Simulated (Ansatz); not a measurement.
Base system: GeTe (space group R3m, No. 160; layered).

```
CELL_PARAMETERS angstrom
      2.09351     1.20869     3.68680
     -2.09351     1.20869     3.68680
      0.00000    -2.41737     3.68680
ATOMIC_POSITIONS crystal
  Ge 0.23184 0.23184 0.23184
  Te 0.76816 0.76816 0.76816
```

All numbers come from r2SCAN (Ansatz, a quantum-chemistry and plane-wave program), scalar-relativistic without spin-orbit coupling.

Base values:

| Quantity | Result |
|---|---|
| Pressure | 0.0 kbar |

Perturbation: every lattice vector is stretched by 0.17 %, atoms relaxed at fixed cell.

Estimate the effect on the energy relative to the base.

The energy is nearly the same.

How does this affect the pressure?

The pressure (mean of the normal stresses, compression positive) goes from zero to -1.9 kbar.

The cells carry an imposed strain or load. Whether these cells are dynamically stable was not tested. No dispersion term is included, though the crystal is made of layers, chains or molecules, so its spacings can come out too wide.
